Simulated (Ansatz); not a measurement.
# Ru (P6_3/mmc) in Ansatz: equation of state

How stiff is Ru in PBEsol, and what volume does it want? The cell is scaled to several volumes.

Everything below comes from runs of Ansatz 0.2.0. Logs are shortened: lines on timing, memory, paths and dates and some standing lists are left out, and cuts for length are marked.

**1. The crystal as given**

It takes space group P6_3/mmc (No. 194, hexagonal). The conventional cell has a = 2.706 Å, b = 2.706 Å, c = 4.282 Å, α = 90.00°, β = 90.00°, γ = 120.00°. Ru (site symmetry -6m2) has 12 Ru at 2.65 to 2.71 Å as nearest neighbours.

**2. Single point, PBEsol, 12.76 Å³/atom (volume scaled by 0.94)**

The input, input.yaml:

```yaml
crystal:
  lattice:
    - [2.650564093, 0.0, 0.0]
    - [-1.3252820465, 2.2954558389, 0.0]
    - [0.0, 0.0, 4.1944897589]
  atoms:
    - { symbol: Ru, position: [0.6666666667, 0.3333333333, 0.75] }
    - { symbol: Ru, position: [0.3333333333, 0.6666666667, 0.25] }
hamiltonian:
  xc: pbesol
  pseudopotentials: { kind: paw }
kpoints:
  mp_grid: { grid: [11, 11, 6] }
scf:
  occupations: { method: fermi_dirac, width: 0.05 }
output:
  forces: true
  stress: true
  eigenvalues: true
```

Potentials or basis: Ansatz PAW.

Launch:

```sh
$ ansatz run input.yaml --threads 2 --pin off --max-ram 5632MiB --backend cpu --events-out ev --progress --plain --runs-dir out
```

Standard output:

```text
Warning: RAYON_NUM_THREADS=2 ignored (pool sized by the plan → 2); use --threads N
Engine: ansatz 0.2.0, aarch64-unknown-linux-gnu
Pseudopotentials: kind: paw
Pseudopotential: Ru, paw, valence charge 16, recommended cutoff 420 eV (normal), Ru.paw.azcp
Functional definition: PBEsol
  exchange = pbesol_x
  correlation = pbesol_c
Crystal: 2 atoms, lattice volume = 25.520 Å³
Basis set: ecut = 420 eV, 525 PW (Γ), exchange–correlation on 36×36×60 points (8 copies of the dense FFT grid, shifted against one another)
Bands: 20, of which v1, the nominal top of the filled ones, is band 16 counted from 1 (15 counted from 0)
Symmetry: 24 space group operations
Space group: P63/mmc (ITA 194), of the structure as read, at distance tolerance 2.9e-5 Å
k-points: 64 of 726
Non-local potential: Ru, projectors of the file, l = 0: 3, l = 1: 2, l = 2: 2, l = 3: 1
PAW form: soft (Blöchl's): semilocal exchange-correlation on the pseudo side does not see the compensation charge
PAW frozen core: Ru, regenerated for the run's functional, and the local potential with it (the file was generated under x = pbe(κ = 0.804, μ = 0.2195149727645171), c = pbe(β = 0.06672455060314922))
PAW one-centre angular grid: Ru, 590 points (default); XC on 64 Gauss nodes
Initial density: superposition of atomic densities (neutral atoms: chi_scale 0, normalization atom), corrected by the library's trained network
Initial wavefunctions: pseudopotential atomic-orbital guess
Functional: x = pbesol(κ = 0.804, μ = 0.12345679012345678), c = pbesol(β = 0.046)
SCF iter   1: F=—  HF=-11632.953121 eV  |F-HF|=—  |Δ(HF+E_count)|=         —  Δρ=1.13e-2  dr2=2.02e-2  ethr=1.77e-3  ⟨swp⟩=5.1  Hψ=5068  notcnv=0
preconditioner: auto → none  [metal: Δε(μ)=0.027 eV  Ē_g=6.359 eV  σ=0.050 eV  W_gap=0.14  n_scr=8 (ndim 8)  ℏωp=29.4 eV  f_vac=0.000  D(μ)=1.91/eV (n_scr^D=22)  sad-step TF]
SCF iter   2: F=—  HF=-11632.949625 eV  |F-HF|=—  |Δ(HF+E_count)|=   3.50e-3  Δρ=5.93e-3  dr2=5.23e-3  ethr=6.33e-5  ⟨swp⟩=2.0  Hψ=3006  notcnv=0
SCF iter   3: F=—  HF=-11632.948651 eV  |F-HF|=—  |Δ(HF+E_count)|=   9.75e-4  Δρ=3.62e-4  dr2=9.55e-6  ethr=1.63e-5  ⟨swp⟩=2.0  Hψ=1981  notcnv=0
SCF iter   4: F=—  HF=-11632.948650 eV  |F-HF|=—  |Δ(HF+E_count)|=   2.11e-7  Δρ=7.97e-5  dr2=1.11e-6  ethr=2.99e-8  ⟨swp⟩=2.0  Hψ=2308  notcnv=0
iter 5 did not close the SCF: its close was put off for the readings that it lacked (scf_convergence_deferred on its scf_iter line)
SCF iter   5: F=-11632.948650 eV  HF=-11632.948650 eV  |F-HF|=1.29e-8  |Δ(HF+E_count)|=   2.59e-7  Δρ=1.44e-5  dr2=2.35e-8  ethr=3.47e-9  ⟨swp⟩=2.0  Hψ=2181  notcnv=0
SCF iter   6: F=-11632.948650 eV  HF=-11632.948650 eV  |F-HF|=1.38e-9  |Δ(HF+E_count)|=   5.81e-9  Δρ=3.79e-6  dr2=2.05e-9  ethr=7.35e-11  ⟨swp⟩=2.5  Hψ=4458  notcnv=0
SCF 1 converged in 6 iterations: F = -11632.948650 eV  dr2 = 2.05e-9
SCF converged after 6 iterations
Free energy (F): -11632.948650 eV
Harris-Foulkes:  -11632.948650 eV  (|F-HF|=1.38e-9)
Internal energy: -11632.933215 eV  (E = F + TS)
E sigma→0 (E₀):  -11632.940932 eV
Entropy (-TS):   -0.015436 eV (-7.718 meV/atom)
Fermi energy:    25.146133 eV
--- Per-component energies (eV) ---
  E_band       = -57.190388
  E_kinetic    = 1033.678947
  E_local      = -2387.144629  (includes V_loc(G=0)·N_el)
  E_nonlocal   = 689.828735
  E_hartree    = 765.937607
  E_xc         = -381.170827
  E_vxc        = -480.322872  (∫ρ·V_xc dr)
  E_paw        = -6799.119490  (= ΣΔE_a)
  E_vpaw       = -445.107132  (= ΣTr[D̂ρ^β])
  E_aug_tail   = -0.000423  (compensation charges beyond the density's cutoff)
  E_ewald      = -4555.449726
  E_core_change = 0.506592  (= ΣΔE_core)
  E_smearing   = -0.015436  (= −TS)
  E_closure    = -0.000000  (closes the sum)
  Σ components = -11632.948650   (vs F -11632.948650, Δ=0.00e0)
--- Forces (eV/Å), atoms counted from 1 ---
  atom   1  Ru     0.00000000    -0.00000000     0.00000000
  atom   2  Ru     0.00000000     0.00000000     0.00000000
  max |Σ_I F_I| component: 4.63e-18 eV/Å
--- Stress (GPa, compression-positive) ---
       16.260981      -0.000000       0.000000
        0.000000      16.260981       0.000000
        0.000000       0.000000      17.224191
  P = ⅓ Tr σ = 16.5821 GPa (165.821 kbar)
--- Band table (eV; the first three rows and the last of 64) ---
  k-point 0: bands = ["-47.9809", "-47.7138", "-18.6160", "-17.4638", "-17.4638", "-17.2567", "-17.2567", "-17.2040", "16.7956", "18.4715", "22.3516", "22.3516", "22.5513", "23.1115", "23.1115", "23.6948", "23.6948", "26.5309", "26.5309", "26.5393"]
  k-point 1: bands = ["-47.9634", "-47.7321", "-18.5260", "-17.4501", "-17.4501", "-17.3037", "-17.2707", "-17.2707", "17.1229", "18.5870", "22.1880", "22.1880", "22.3879", "22.9181", "22.9181", "24.1270", "24.1270", "25.5541", "26.5455", "26.5455"]
  k-point 2: bands = ["-47.9152", "-47.7816", "-18.2772", "-17.5722", "-17.4125", "-17.4125", "-17.3089", "-17.3089", "17.9693", "18.8294", "22.0567", "22.0567", "22.0777", "22.5145", "22.5145", "23.6678", "24.9888", "24.9888", "26.3893", "26.3893"]
  k-point 63: bands = ["-47.6931", "-47.6931", "-18.3414", "-18.3414", "-17.9653", "-17.9653", "-17.4485", "-17.4485", "19.8727", "19.8727", "20.8477", "20.8477", "22.2600", "22.2600", "24.0048", "24.0048", "26.6405", "26.6405", "33.4952", "33.4952"]
```

Run time: 1.1 s. Hardware: 2 threads of Arm Neoverse V1, shared host; peak memory 0.29 GiB.

What came out:

```
Free energy            : -11632.9487 eV
Pressure               : 16.6 GPa
Band gap on the k mesh : none (metal or under the smearing width)
```

Caveat: the PAW data sets come from PBE, with cores solved anew for the run's functional, which leaves a small shift of forces and pressure.

**3. Single point, PBEsol, 13.03 Å³/atom (volume scaled by 0.96)**

input.yaml, as its differences from that of step 2:

```diff
@@ -2,5 +2,5 @@
   lattice:
-    - [2.650564093, 0.0, 0.0]
-    - [-1.3252820465, 2.2954558389, 0.0]
-    - [0.0, 0.0, 4.1944897589]
+    - [2.6692306523, 0.0, 0.0]
+    - [-1.3346153261, 2.3116215535, 0.0]
+    - [0.0, 0.0, 4.2240293924]
   atoms:
```

Potentials or basis: Ansatz PAW.

Launch:

```sh
$ ansatz run input.yaml --threads 2 --pin off --max-ram 5632MiB --backend cpu --events-out ev --progress --plain --runs-dir out
```

Wall time 1.1 s (2 threads of Arm Neoverse V1, shared host); peak memory 0.29 GiB.

It converged, with:

```
Free energy            : -11632.9901 eV
Pressure               : 8.1 GPa
Band gap on the k mesh : none (metal or under the smearing width)
```

Caveat: the PAW data sets come from PBE, with cores solved anew for the run's functional, which leaves a small shift of forces and pressure.

**4. Single point, PBEsol, 13.30 Å³/atom (volume scaled by 0.98)**

input.yaml, as its differences from that of step 3:

```diff
@@ -2,5 +2,5 @@
   lattice:
-    - [2.6692306523, 0.0, 0.0]
-    - [-1.3346153261, 2.3116215535, 0.0]
-    - [0.0, 0.0, 4.2240293924]
+    - [2.6876397213, 0.0, 0.0]
+    - [-1.3438198606, 2.3275642749, 0.0]
+    - [0.0, 0.0, 4.2531615502]
   atoms:
```

Launch:

```sh
$ ansatz run input.yaml --threads 2 --pin off --max-ram 5632MiB --backend cpu --events-out ev --progress --plain --runs-dir out
```

Run time: 1.1 s. Hardware: 2 threads of Arm Neoverse V1, shared host; peak memory 0.29 GiB.

The run converged. Its results:

| Property | Result |
| --- | --- |
| Free energy | -11633.0045 eV |
| Pressure | 0.5 GPa |
| Band gap on the k mesh | none (metal or under the smearing width) |

Caveat: the PAW data sets come from PBE, with cores solved anew for the run's functional, which leaves a small shift of forces and pressure.

**5. Single point, PBEsol, 13.57 Å³/atom**

input.yaml, as its differences from that of step 4:

```diff
@@ -2,5 +2,5 @@
   lattice:
-    - [2.6876397213, 0.0, 0.0]
-    - [-1.3438198606, 2.3275642749, 0.0]
-    - [0.0, 0.0, 4.2531615502]
+    - [2.7058, 0.0, 0.0]
+    - [-1.3529, 2.3432915376, 0.0]
+    - [0.0, 0.0, 4.2819]
   atoms:
```

Launch:

```sh
$ ansatz run input.yaml --threads 2 --pin off --max-ram 5632MiB --backend cpu --events-out ev --progress --plain --runs-dir out
```

Wall time 1.1 s (2 threads of Arm Neoverse V1, shared host); peak memory 0.29 GiB.

The run converged. Its results:

```yaml
Free_energy: -11632.9946 eV
Pressure: -6.2 GPa
Band_gap_on_the_k_mesh: none (metal or under the smearing width)
```

Caveat: the PAW data sets come from PBE, with cores solved anew for the run's functional, which leaves a small shift of forces and pressure.

**6. Single point, PBEsol, 13.85 Å³/atom (volume scaled by 1.02)**

input.yaml, as its differences from that of step 5:

```diff
@@ -2,5 +2,5 @@
   lattice:
-    - [2.7058, 0.0, 0.0]
-    - [-1.3529, 2.3432915376, 0.0]
-    - [0.0, 0.0, 4.2819]
+    - [2.7237197275, 0.0, 0.0]
+    - [-1.3618598638, 2.3588104769, 0.0]
+    - [0.0, 0.0, 4.3102577801]
   atoms:
```

Potentials or basis: Ansatz PAW.

Launch:

```sh
$ ansatz run input.yaml --threads 2 --pin off --max-ram 5632MiB --backend cpu --events-out ev --progress --plain --runs-dir out
```

It took 1.1 s on 2 threads of Arm Neoverse V1, shared host; peak memory 0.3 GiB.

It converged, with:

* Free energy: -11632.9632 eV
* Pressure: -12.2 GPa
* Band gap on the k mesh: none (metal or under the smearing width)

Caveat: the PAW data sets come from PBE, with cores solved anew for the run's functional, which leaves a small shift of forces and pressure.

**7. Single point, PBEsol, 14.12 Å³/atom (volume scaled by 1.04)**

input.yaml, as its differences from that of step 6:

```diff
@@ -2,5 +2,5 @@
   lattice:
-    - [2.7237197275, 0.0, 0.0]
-    - [-1.3618598638, 2.3588104769, 0.0]
-    - [0.0, 0.0, 4.3102577801]
+    - [2.7414067149, 0.0, 0.0]
+    - [-1.3707033574, 2.3741278572, 0.0]
+    - [0.0, 0.0, 4.3382472512]
   atoms:
```

Launch:

```sh
$ ansatz run input.yaml --threads 2 --pin off --max-ram 5632MiB --backend cpu --events-out ev --progress --plain --runs-dir out
```

It took 1.1 s on 2 threads of Arm Neoverse V1, shared host; peak memory 0.3 GiB.

It converged, with:

- Free energy: -11632.9128 eV
- Pressure: -17.5 GPa
- Band gap on the k mesh: none (metal or under the smearing width)

Caveat: the PAW data sets come from PBE, with cores solved anew for the run's functional, which leaves a small shift of forces and pressure.

**8. Single point, PBEsol, 14.39 Å³/atom (volume scaled by 1.06)**

input.yaml, as its differences from that of step 7:

```diff
@@ -2,5 +2,5 @@
   lattice:
-    - [2.7414067149, 0.0, 0.0]
-    - [-1.3707033574, 2.3741278572, 0.0]
-    - [0.0, 0.0, 4.3382472512]
+    - [2.7588683749, 0.0, 0.0]
+    - [-1.3794341875, 2.3892500984, 0.0]
+    - [0.0, 0.0, 4.3658801443]
   atoms:
```

Launch:

```sh
$ ansatz run input.yaml --threads 2 --pin off --max-ram 5632MiB --backend cpu --events-out ev --progress --plain --runs-dir out
```

Wall time 1.2 s (2 threads of Arm Neoverse V1, shared host); peak memory 0.3 GiB.

The run converged. Its results:

* Free energy: -11632.8454 eV
* Pressure: -22.2 GPa
* Band gap on the k mesh: none (metal or under the smearing width)

Caveat: the PAW data sets come from PBE, with cores solved anew for the run's functional, which leaves a small shift of forces and pressure.

**9. Equation of state, PBEsol**

Potentials or basis: Ansatz PAW.

This step only gathers the single runs of the series.

What came out:

* Equilibrium volume: 13.32 Å³/atom
* Bulk modulus at fixed shape and positions: 347 GPa
* Pressure derivative of the bulk modulus: 4.8

Energy against volume, from the lowest point:
```tsv
volume (Å³/atom)	energy (meV/atom)
12.760	27.90
13.032	7.16
13.303	0.00
13.575	4.94
13.846	20.63
14.118	45.84
14.389	79.52
```

Caveat: the cell was scaled at fixed shape and fractional positions, which overstates the stiffness of a crystal with free parameters, most of all of layers and chains.
